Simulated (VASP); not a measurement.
Input of a VASP 6.6.1 run:

POSCAR

```
MgS
1.0
    0.0000000000      2.6016500000      2.6016500000
    2.6016500000      0.0000000000      2.6016500000
    2.6016500000      2.6016500000      0.0000000000
S Mg
1 1
Direct
    0.5000000000      0.5000000000      0.5000000000
    0.0000000000      0.0000000000      0.0000000000
```

Contents of INCAR.step1:

```
ALGO = Normal
EDIFF = 1E-8
ENCUT = 500
GGA = PE
ISMEAR = 0
KPAR = 4
LASPH = True
LCHARG = False
LREAL = False
LWAVE = True
NELM = 60
PREC = Accurate
SIGMA = 0.01
```

Contents of INCAR.step2:

```
ALGO = Exact
EDIFF = 1E-8
ENCUT = 500
GGA = PE
ISMEAR = 0
ISTART = 1
KPAR = 4
LASPH = True
LCHARG = False
LOPTICS = True
LREAL = False
LWAVE = True
NBANDS = 230
NELM = 1
PREC = Accurate
SIGMA = 0.01
```

INCAR.step3

```
ALGO = EVGW0
EDIFF = 1E-8
ENCUT = 500
ENCUTGW = 200
GGA = PE
ISMEAR = 0
ISTART = 1
KPAR = 4
LASPH = True
LCHARG = False
LREAL = False
LWAVE = False
NBANDS = 230
NBANDSGW = 12
NELMGW = 1
NOMEGA = 50
PREC = Accurate
PRECFOCK = Fast
SIGMA = 0.01
```

File KPOINTS:

```
k-points
0
Gamma
  4 4 4
```

Potentials or basis: VASP PAW PBE potentials, release 64 (S_GW, Mg_GW).

Run with:

```sh
$ cat potpaw_PBE.64/S_GW/POTCAR potpaw_PBE.64/Mg_GW/POTCAR > POTCAR
$ cp INCAR.step1 INCAR
$ mpirun -np 4 vasp_std > vasp.out
$ cp INCAR.step2 INCAR
$ mpirun -np 4 vasp_std > vasp.out
$ cp INCAR.step3 INCAR
$ mpirun -np 4 vasp_std > vasp.out
```

**Question.** What does it give for the quasiparticle gap?

**Answer.** 4.35 eV.

**Question.** Estimate the least direct quasiparticle gap.

**Answer.** 5.24 eV.

**Question.** Estimate the band gap on the k mesh, mean-field level.

**Answer.** 2.75 eV, indirect (least direct gap 3.70 eV).

Caveat: the k mesh is coarse (spacing up to 0.52 Å⁻¹), so the values aren't converged; bands, screening cutoff and mesh are small and nothing is extrapolated, so the quasiparticle values aren't converged. A k mesh can miss the band edges.
